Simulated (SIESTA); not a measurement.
Runs of SIESTA 5.4.2 on Sn. Symmetry: Fd-3m, No. 227, cubic system. Conventional cell: a = 6.467 Å, b = 6.467 Å, c = 6.467 Å, α = 90.00°, β = 90.00°, γ = 90.00°. Sn (site symmetry -43m) is surrounded by 4 Sn at 2.80 Å. This isn't the form of Sn at room conditions, which is tetragonal (white tin).

```tsv
level	potentials or basis	energy shift	gap on the mesh (eV)	pressure (GPa)
PBE	PseudoDojo 0.4 standard (PBE files), DZ (energy shift 0.003 Ry; two zetas on semicore shells)	0.003 Ry	none	3.8
PBEsol	PseudoDojo 0.4 standard (PBEsol files), DZP (energy shift 0.003 Ry; two zetas on semicore shells)	0.003 Ry	none	1.9
AM05	PseudoDojo 0.4 standard (PBEsol files), DZP (energy shift 0.003 Ry; two zetas on semicore shells)	0.003 Ry	none	2.1
PBE	PseudoDojo 0.4 standard (PBE files), DZP (energy shift 0.01 Ry)	0.01 Ry	none	(a)
PBE	PseudoDojo 0.4 standard (PBE files), DZ (energy shift 0.01 Ry)	0.01 Ry	none	1.9
```

Alike in all rows: task band structure; no spin polarisation; cell as given; k mesh 7 × 7 × 7; smearing fermi-dirac 0.05 eV; grid cutoff 500 Ry.

Problem. Fill in the values left out.

Solution. (a) 4.0.

Caveats: spin-orbit coupling is left out, which moves the levels of the heavy elements; the basis of atomic orbitals isn't converged, which shifts pressures, moduli and gaps; the basis has no polarisation orbitals (some runs); semicore shells carry a single zeta, which can move pressures by several GPa and volumes by a few percent (some runs); the potentials were made for another functional, which shifts forces and pressure (some runs).

A k mesh can miss the band edges, and the runs leave out spin-orbit coupling on Sn.

A gap of «none» marks a metal or a gap under the smearing width.
